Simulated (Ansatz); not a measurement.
# BN (R3m) in Ansatz: notebook, part 2 of 3

Ansatz 0.2.0.

## 3. Relaxation of cell and atoms, revPBE+D4

File input.yaml:

```yaml
crystal:
  lattice:
    - [1.2511217832, 0.7223354983, 3.3729344033]
    - [-1.2511217832, 0.7223354983, 3.3729344033]
    - [0.0, -1.4446709966, 3.3729344033]
  atoms:
    - { symbol: "N", position: [0.6672382, 0.6672382, 0.6672382] }
    - { symbol: B, position: [0.0003288, 0.0003288, 0.0003288] }
hamiltonian:
  xc: revpbe
  pseudopotentials: { kind: paw }
  dispersion: d4
kpoints:
  mp_grid: { grid: [12, 12, 12] }
scf:
  occupations: { method: fermi_dirac, width: 0.05 }
output:
  forces: true
  stress: true
  eigenvalues: true
relax:
  f_tol: 0.01
  max_steps: 40
  cell: { stress_tol: 0.05 }
```

Potentials or basis: Ansatz PAW.

Command:

```sh
$ ansatz run input.yaml --threads 2 --pin off --max-ram 5632MiB --backend cpu --events-out ev --progress --plain --runs-dir out
```

Output:

```text
Warning: RAYON_NUM_THREADS=2 ignored (pool sized by the plan → 2); use --threads N
basis.fft_grid_basis auto: the FFT boxes are laid along the combinations [[1, 0, -1], [0, 1, -1], [0, 0, 1]] of the cell's own vectors, 2.502, 2.502 and 3.669 Å long. The dense box has 18×18×25 points. Along the cell's own vectors, as sized, it would have 25×25×25, 1.93 times as many. Of the 6 symmetry operations that the crystal satisfies within crystal.symmetry.tolerance (time reversal apart; of a slab, those that keep its plane) the dense box along the cell's own vectors carries 6, and the one as laid loses 4 of those. basis.fft_grid_basis: typed keeps the cell's own vectors: state it where this run's energies or levels are differenced outside the engine with another run's, or held beside a run that keeps those vectors.
Engine: ansatz 0.2.0, aarch64-unknown-linux-gnu
Pseudopotentials: kind: paw
Pseudopotential: N, paw, valence charge 5, recommended cutoff 420 eV (normal), N.paw.azcp
Pseudopotential: B, paw, valence charge 3, recommended cutoff 420 eV (normal), B.paw.azcp
Functional definition: revPBE
  parameter kappa = 1.245
  parameter beta = 0.06672455060314922
  exchange = pbe_x(kappa = kappa, mu = beta*pi^2/3)
  correlation = pbe_c(beta = beta)
Crystal: 2 atoms, lattice volume = 18.289 Å³
Basis set: ecut = 420 eV, 359 PW (Γ), FFT grids on a1−a3, a2−a3, a3, exchange–correlation on 36×36×50 points (8 copies of the dense FFT grid, shifted against one another)
Bands: 8, of which v1, the nominal top of the filled ones, is band 4 counted from 1 (3 counted from 0)
Symmetry: 6 space group operations
Space group: R3m (ITA 160), of the structure as read, at distance tolerance 2.6e-5 Å
k-points: 189 of 1728 (time reversal used)
Non-local potential: N, projectors of the file, l = 0: 2, l = 1: 2, l = 2: 1
Non-local potential: B, projectors of the file, l = 0: 2, l = 1: 2, l = 2: 1
PAW form: soft (Blöchl's): semilocal exchange-correlation on the pseudo side does not see the compensation charge
PAW frozen core: N, regenerated for the run's functional, and the local potential with it (the file was generated under x = pbe(κ = 0.804, μ = 0.2195149727645171), c = pbe(β = 0.06672455060314922))
PAW frozen core: B, regenerated for the run's functional, and the local potential with it (the file was generated under x = pbe(κ = 0.804, μ = 0.2195149727645171), c = pbe(β = 0.06672455060314922))
PAW one-centre angular grid: N, 110 points (default); XC on 64 Gauss nodes
PAW one-centre angular grid: B, 110 points (default); XC on 64 Gauss nodes
Initial density: superposition of atomic densities (neutral atoms: chi_scale 0, normalization atom), corrected by the library's trained network
Initial wavefunctions: pseudopotential atomic-orbital guess
Functional: x = revpbe(κ = 1.245, μ = 0.2195149727645171), c = pbe(β = 0.06672455060314922)
SCF iter   1: F=—  HF=-544.974081 eV  |F-HF|=—  |Δ(HF+E_count)|=         —  Δρ=2.56e-3  dr2=4.77e-4  ethr=1.77e-3  ⟨swp⟩=4.2  Hψ=9944  notcnv=0
preconditioner: auto → none  [insulator: Δε(μ)=4.380 eV  Ē_g=18.699 eV  σ=0.050 eV  W_gap=1.00  n_scr=2 (ndim 8)  ℏωp=24.6 eV  f_vac=0.007  D(μ)=0.00/eV (n_scr^D=0)  ε∞_Penn≈2.7]
SCF iter   2: F=—  HF=-544.975219 eV  |F-HF|=—  |Δ(HF+E_count)|=   1.14e-3  Δρ=1.39e-3  dr2=1.04e-4  ethr=5.96e-6  ⟨swp⟩=2.2  Hψ=3796  notcnv=0
SCF iter   3: F=—  HF=-544.975508 eV  |F-HF|=—  |Δ(HF+E_count)|=   2.88e-4  Δρ=4.00e-4  dr2=2.53e-5  ethr=1.30e-6  ⟨swp⟩=2.1  Hψ=2137  notcnv=0
SCF iter   4: F=—  HF=-544.975530 eV  |F-HF|=—  |Δ(HF+E_count)|=   2.20e-5  Δρ=6.72e-5  dr2=4.93e-7  ethr=3.16e-7  ⟨swp⟩=2.3  Hψ=2230  notcnv=0
iter 5 did not close the SCF: its close was put off for the readings that it lacked (scf_convergence_deferred on its scf_iter line)
SCF iter   5: F=-544.975530 eV  HF=-544.975530 eV  |F-HF|=1.52e-7  |Δ(HF+E_count)|=   3.19e-7  Δρ=2.84e-5  dr2=5.93e-8  ethr=6.16e-9  ⟨swp⟩=2.6  Hψ=2339  notcnv=0
SCF iter   6: F=-544.975530 eV  HF=-544.975530 eV  |F-HF|=3.54e-10  |Δ(HF+E_count)|=   1.74e-7  Δρ=1.85e-6  dr2=4.95e-10  ethr=7.42e-10  ⟨swp⟩=2.6  Hψ=6188  notcnv=0
SCF 1 converged in 6 iterations: F = -544.975530 eV  dr2 = 4.95e-10
relax step   1: F+E_penalty+E_count = -544.97553004 eV  Δ(F+E_penalty+E_count) = +0.000e0 eV  max|allowed force component| = 4.266e-3 eV/Å  Δτ_max = 0.0000 Å  P = +0.869 GPa  Ω = 18.289 Å³  (6 SCF iters, dr2 threshold 1.00e-7 eV, accepted)
Crystal: 2 atoms, lattice volume = 17.441 Å³
[... 79 lines left out ...]
SCF iter   2: F=—  HF=-544.999064 eV  |F-HF|=—  |Δ(HF+E_count)|=   1.52e-6  Δρ=6.05e-5  dr2=4.01e-7  ethr=3.53e-8  ⟨swp⟩=2.4  Hψ=2190  notcnv=0
SCF iter   3: F=—  HF=-544.999065 eV  |F-HF|=—  |Δ(HF+E_count)|=   1.49e-7  Δρ=2.31e-5  dr2=7.97e-8  ethr=5.01e-9  ⟨swp⟩=2.5  Hψ=2348  notcnv=0
SCF iter   4: F=-544.999065 eV  HF=-544.999065 eV  |F-HF|=3.32e-9  |Δ(HF+E_count)|=   5.10e-8  Δρ=5.13e-6  dr2=1.98e-9  ethr=1.51e-10  ⟨swp⟩=2.9  Hψ=5849  notcnv=0
SCF 9 converged in 4 iterations: F = -544.999065 eV  dr2 = 1.98e-9
relax step   9: F+E_penalty+E_count = -544.99906457 eV  Δ(F+E_penalty+E_count) = -6.695e-5 eV  max|allowed force component| = 1.882e-5 eV/Å  Δτ_max = 0.0000 Å  P = -0.003 GPa  Ω = 16.504 Å³  energy of the carried Pulay correction = +6.306e-5 eV  (4 SCF iters, dr2 threshold 1.21e-8 eV, accepted)
iter 1 solved again at ethr=5.55e-8 eV; its pass at ethr=3.10e-3 eV (dr2=4.44e-6 eV) is discarded
SCF iter   1: F=—  HF=-544.999010 eV  |F-HF|=—  |Δ(HF+E_count)|=         —  Δρ=8.46e-6  dr2=3.17e-9  ethr=5.55e-8  ⟨swp⟩=3.4  Hψ=14604  notcnv=0
preconditioner: auto → none  [insulator: Δε(μ)=4.042 eV  Ē_g=18.997 eV  σ=0.050 eV  W_gap=1.00  n_scr=2 (ndim 8)  ℏωp=25.9 eV  f_vac=0.000  D(μ)=0.00/eV (n_scr^D=0)  ε∞_Penn≈2.9]
SCF iter   2: F=—  HF=-544.999011 eV  |F-HF|=—  |Δ(HF+E_count)|=   1.38e-6  Δρ=4.03e-6  dr2=9.15e-10  ethr=3.96e-11  ⟨swp⟩=2.2  Hψ=2210  notcnv=0
SCF iter   3: F=—  HF=-544.999011 eV  |F-HF|=—  |Δ(HF+E_count)|=   2.88e-9  Δρ=1.86e-6  dr2=3.56e-10  ethr=1.14e-11  ⟨swp⟩=2.1  Hψ=2244  notcnv=0
SCF iter   4: F=-544.999011 eV  HF=-544.999011 eV  |F-HF|=5.91e-12  |Δ(HF+E_count)|=  5.13e-11  Δρ=2.03e-7  dr2=5.15e-12  ethr=1.00e-12  ⟨swp⟩=4.0  Hψ=6519  notcnv=0
SCF 10 converged in 4 iterations: F = -544.999011 eV  dr2 = 5.15e-12
relax step  10: F+E_penalty+E_count = -544.99901128 eV  Δ(F+E_penalty+E_count) = +5.329e-5 eV  max|allowed force component| = 1.112e-5 eV/Å  Δτ_max = 0.0000 Å  P = -0.005 GPa  Ω = 16.504 Å³  stress off target by 1.21e-2 GPa  SCF on the basis re-selected at this cell (its energy is not comparable with the rows above)  (4 SCF iters)
basis re-selected at this cell: Δ(F+E_penalty+E_count) = +5.329e-5 eV, ΔP = -0.002 GPa vs the last step (what re-selecting the basis moved, of the pressure what is left beyond the Pulay correction that the steps carried, after the strain that the cell walked since its last selection, with what the two solves' SCF thresholds leave and, on support functions, any second-order correction that the steps lacked; it is no measure of the basis error at this ecutwfc). This SCF's stress stands 1.21e-2 GPa from its target on what of the cell is left free (relax.cell.stress_tol is 5.00e-2 GPa) and its largest allowed force component is 1.11e-5 eV/Å (relax.f_tol is 1.00e-2 eV/Å): within both
SCF converged after 4 iterations
Free energy (F): -544.999011 eV
Harris-Foulkes:  -544.999011 eV  (|F-HF|=5.91e-12)
Internal energy: -544.999011 eV  (E = F + TS)
E sigma→0 (E₀):  -544.999011 eV
Fermi energy:    7.947979 eV
--- Per-component energies (eV) ---
  E_band       = -10.447699
  E_kinetic    = 183.658305
  E_local      = -302.300985  (includes V_loc(G=0)·N_el)
  E_nonlocal   = 56.971134
  E_hartree    = 94.073235
  E_xc         = -92.560285
  E_vxc        = -114.705666  (∫ρ·V_xc dr)
  E_paw        = -208.434976  (= ΣΔE_a)
  E_vpaw       = -22.217046  (= ΣTr[D̂ρ^β])
  E_aug_tail   = 0.000098  (compensation charges beyond the density's cutoff)
  E_ewald      = -275.602375
  E_disp       = -0.780408  (pairwise vdW)
  E_core_change = -0.022755  (= ΣΔE_core)
  E_smearing   = -0.000000  (= −TS)
  E_closure    = -0.000000  (closes the sum)
  Σ components = -544.999011   (vs F -544.999011, Δ=0.00e0)
--- Forces (eV/Å), atoms counted from 1 ---
  atom   1  N     -0.00000000    -0.00000000    -0.00001125
  atom   2  B      0.00000000     0.00000000     0.00001100
  max |Σ_I F_I| component: 2.47e-7 eV/Å
--- Stress (GPa, compression-positive) ---
       -0.001001      -0.000000      -0.000000
       -0.000000      -0.001001       0.000000
       -0.000000       0.000000      -0.012127
  P = ⅓ Tr σ = -0.0047 GPa (-0.047 kbar)
--- Band table (eV; the first three rows and the last of 189) ---
  k-point 0: bands = ["-12.1468", "2.3645", "4.5413", "4.5413", "11.8627", "17.5313", "17.5313", "19.0769"]
  k-point 1: bands = ["-12.0057", "2.4907", "3.9676", "4.2884", "12.1641", "17.4585", "18.1177", "18.6045"]
  k-point 2: bands = ["-11.5904", "2.4989", "2.8980", "3.6713", "12.9134", "17.1301", "17.5776", "19.7144"]
  k-point 188: bands = ["-11.5939", "-0.7779", "4.4916", "4.4916", "17.1042", "17.3732", "17.3732", "18.4160"]
--- Relaxed structure (7 steps of the walk, 7 accepted, 3 SCFs on fresh bases) ---
  F+E_penalty+E_count = -544.99901128 eV   max|allowed force component| = 1.112e-5 eV/Å   (the final SCF, on the basis selected at the relaxed cell)
  cell:  # Å, volume = 16.5035 Å³
    - [1.2536452298517655, 0.7237924109232068, 3.031357826417446]
    - [-1.2536452298517655, 0.7237924109232068, 3.031357826417446]
    - [-1.8793355120895987e-34, -1.4475848218464136, 3.031357826417446]
  atoms:
    - { symbol: N, position: [0.6675202755797529, 0.6675202755797529, 0.6675202755797529] }
    - { symbol: B, position: [4.672442024725293e-5, 4.672442024725293e-5, 4.672442024725289e-5] }
```

Wall time 25 s (2 threads of Arm Neoverse V1, shared host); peak memory 0.32 GiB.

What came out:

```
Free energy                            : -544.9990 eV
Relaxed volume                         : 8.25 Å³/atom
Relaxed cell                           : a = 3.359 Å, b = 3.359 Å, c = 3.359 Å, α = 43.83°, β = 43.83°, γ = 43.83°
Space group after relaxing (to 0.05 Å) : R3m (No. 160)
Energy gained by relaxing              : 11.7 meV/atom
Ionic steps                            : 10
Pressure after relaxing                : 0.0 GPa
Band gap on the k mesh                 : 4.04 eV, indirect (least direct gap 4.79 eV)
```

Step by step:
| step | energy change (eV) | largest force (eV/Å) | volume (Å³) |
| --- | --- | --- | --- |
| 1 | 0.0000 | 0.0043 | 18.29 |
| 2 | -0.0179 | 0.0225 | 17.44 |
| 3 | -0.0261 | 0.0120 | 16.57 |
| 4 | -0.0256 | 0.0052 | 16.72 |
| 5 | -0.0258 | 0.0001 | 16.69 |
| 6 | -0.0232 | 0.0005 | 16.69 |
| 7 | -0.0241 | 0.0011 | 16.52 |
| 8 | -0.0235 | 0.0010 | 16.52 |
| 9 | -0.0235 | 0.0000 | 16.50 |
| 10 | -0.0235 | 0.0000 | 16.50 |

Final structure:
```
N B
1.0
     1.25365    0.72379    3.03136
    -1.25365    0.72379    3.03136
     0.00000   -1.44758    3.03136
N B
1 1
Direct
  0.66752 0.66752 0.66752
  0.00005 0.00005 0.00005
```

Caveat: the plane-wave basis is chosen anew once the cell has moved, so the energies of steps on either side of that aren't comparable; the pressure holds a Pulay correction of +0.6 GPa for the finite cutoff; the PAW data sets come from PBE, with cores solved anew for the run's functional, which leaves a small shift of forces and pressure.

## 4. Relaxation of cell and atoms, BLYP+D3(BJ)

Edit input.yaml of step 3 so:

```diff
@@ -9,5 +9,5 @@
 hamiltonian:
-  xc: revpbe
+  xc: blyp
   pseudopotentials: { kind: paw }
-  dispersion: d4
+  dispersion: d3bj
 kpoints:
```

Command:

```sh
$ ansatz run input.yaml --threads 2 --pin off --max-ram 5632MiB --backend cpu --events-out ev --progress --plain --runs-dir out
```

Wall time 21 s (2 threads of Arm Neoverse V1, shared host); peak memory 0.33 GiB.

The run converged. Its results:

* Free energy: -544.9530 eV
* Relaxed volume: 8.71 Å³/atom
* Relaxed cell: a = 3.515 Å, b = 3.515 Å, c = 3.515 Å, α = 41.76°, β = 41.76°, γ = 41.76°
* Space group after relaxing (to 0.05 Å): R3m (No. 160)
* Energy gained by relaxing: 3.2 meV/atom
* Ionic steps: 10
* Pressure after relaxing: 0.0 GPa
* Band gap on the k mesh: 4.24 eV, indirect (least direct gap 4.75 eV)

The path:
```tsv
step	energy change (eV)	largest force (eV/Å)	volume (Å³)
1	0.0000	0.0002	18.29
2	-0.0075	0.0139	17.76
3	-0.0090	0.0037	17.55
4	-0.0088	0.0002	17.59
5	-0.0061	0.0004	17.59
6	-0.0071	0.0047	17.43
7	-0.0071	0.0003	17.44
8	-0.0063	0.0001	17.44
9	-0.0065	0.0000	17.42
10	-0.0064	0.0000	17.42
```

Final structure:
```
N B
1.0
     1.25282    0.72331    3.20319
    -1.25282    0.72331    3.20319
     0.00000   -1.44663    3.20319
N B
1 1
Direct
  0.66734 0.66734 0.66734
  0.00022 0.00022 0.00022
```

Levels at points of the mesh, in eV from the valence-band top:
| k point | band 1 | band 2 | band 3 | band 4 | band 5 | band 6 | band 7 | band 8 |
| --- | --- | --- | --- | --- | --- | --- | --- | --- |
| (0.00, 0.00, 0.00) | -17.73 | -3.82 | -1.37 | -1.37 | 5.59 | 11.74 | 11.74 | 13.10 |
| (0.00, 0.00, -0.50) | -14.56 | -8.88 | -4.09 | -0.50 | 5.40 | 10.13 | 13.42 | 15.58 |
| (0.00, -0.50, -0.50) | -14.45 | -8.70 | -4.18 | -1.26 | 4.24 | 9.98 | 14.68 | 18.35 |
| (-0.50, -0.50, -0.50) | -17.35 | -6.29 | -1.40 | -1.40 | 10.68 | 11.64 | 11.64 | 12.52 |

Caveat: the plane-wave basis is chosen anew once the cell has moved, so the energies of steps on either side of that aren't comparable; the pressure holds a Pulay correction of +0.8 GPa for the finite cutoff; the PAW data sets come from PBE, with cores solved anew for the run's functional, which leaves a small shift of forces and pressure. A k mesh can miss the band edges.

(Continued in part 3 of 3.)
